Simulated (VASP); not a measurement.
Set up this calculation in VASP 6.6.1, as the native input.

- Task: relaxation of the atoms
- Functional: PBEsol
- Potentials or basis: VASP PAW PBE potentials, release 64 (Ru_pv)
- Cutoff: 520 eV
- k mesh: 11 × 11 × 1
- Occupations: gaussian, width 0.05 eV
- Spin: no spin polarisation
- Dipole correction: yes
- Atoms held fixed (from 0): [0, 1]
- Further INCAR settings: ALGO = Normal; EDIFF = 1e-07; IBRION = 2; EDIFFG = -0.01; NSW = 40

The structure of Ru lies in POSCAR:

```
Ru
1.0
    2.7082189719      0.0000000000      0.0000000000
   -1.3541094860      2.3453864287      0.0000000000
    0.0000000000      0.0000000000     23.8450061240
Ru
5
Selective dynamics
Direct
    0.6666666667      0.3333333333      0.3145312675  F F F
    0.3333333333      0.6666666667      0.4072656338  F F F
    0.0000000000      0.0000000000      0.5000000000  T T T
    0.6666666667      0.3333333333      0.5927343662  T T T
    0.3333333333      0.6666666667      0.6854687325  T T T
```

The cell isn't the ideal one: the (1 1 1) slab of Ru, cut from the database cell, not relaxed.

One way to write it, as run:

INCAR

```
SYSTEM = Ru
ALGO = Normal
DIPOL = 0.5 0.5 0.500
EDIFF = 1E-7
EDIFFG = -0.01
ENCUT = 520
GGA = PS
IBRION = 2
IDIPOL = 3
ISIF = 2
ISMEAR = 0
LASPH = .TRUE.
LCHARG = .FALSE.
LDIPOL = .TRUE.
LREAL = .FALSE.
LWAVE = .FALSE.
NELM = 60
NSW = 40
PREC = Accurate
SIGMA = 0.05
```

KPOINTS

```
k-points
0
G
  11 11 1
  0 0 0
```

Potentials or basis: VASP PAW PBE potentials, release 64 (Ru_pv).

Run with:

```console
$ cat potpaw_PBE.64/Ru_pv/POTCAR > POTCAR
$ mpirun -np 1 vasp_std > vasp.out
```

It gave:

```
Energy gained by relaxing : 29.2 meV/atom
Ionic steps               : 10
Band gap on the k mesh    : none (metal or under the smearing width)
```

Wall time 12 min on 1 thread of AMD EPYC 9R45 96-Core Processor (Zen 5) (shared host), peak memory 0.26 GiB.
